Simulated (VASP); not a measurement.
A run of VASP 6.6.1 is set up as follows.

Contents of INCAR:

```
  PREC = Accurate
  ENCUT = 600
  EDIFF = 1E-6
  ISMEAR = 0
  SIGMA = 0.03
  LREAL = False
  LASPH = True
  NELM = 80
  ALGO = Normal
  ISIF = 3
  LWAVE = False
  LCHARG = False
  IBRION = 2
  NSW = 90
  EDIFFG = -0.01
  KPAR = 2
```

The input KPOINTS:

```
Automatic mesh
0
Gamma
  8 8 8
```

File POSCAR:

```
SrTiO3
1.0
    3.9052800000      0.0000000000      0.0000000000
    0.0000000000      3.9052800000      0.0000000000
    0.0000000000      0.0000000000      3.9052800000
Sr Ti O
1 1 3
Direct
    0.5000000000      0.5000000000      0.5000000000
    0.0000000000      0.0000000000      0.0000000000
    0.5000000000      0.0000000000      0.0000000000
    0.0000000000      0.5000000000      0.0000000000
    0.0000000000      0.0000000000      0.5000000000
```

Potentials or basis: VASP PAW LDA potentials, release 64 (Sr_sv, Ti_sv, O).

Run with:

```sh
$ cat potpaw_LDA.64/Sr_sv/POTCAR potpaw_LDA.64/Ti_sv/POTCAR potpaw_LDA.64/O/POTCAR > POTCAR
$ mpirun -np 2 vasp_std > vasp.out
```

Question: Estimate the space group after relaxing (to 0.05 Å).

Answer: Pm-3m (No. 221).

Question: Estimate the band gap on the k mesh.

Answer: 1.81 eV, indirect (least direct gap 2.15 eV).

Question: What does it give for the relaxed cell?

Answer: a = 3.860 Å, b = 3.860 Å, c = 3.860 Å, α = 90.00°, β = 90.00°, γ = 90.00°.

Question: What does it give for the relaxed volume?

Answer: 11.50 Å³/atom.

The path:
```tsv
step	energy change (eV)	largest force (eV/Å)	pressure (GPa)	volume (Å³)
1	0.0000	0.0000	-6.66	59.56
2	0.0079	0.0000	8.11	55.39
3	-0.0435	0.0000	-0.06	57.52
```

A k mesh can miss the band edges. Zero-point motion and thermal expansion aren't in these numbers.
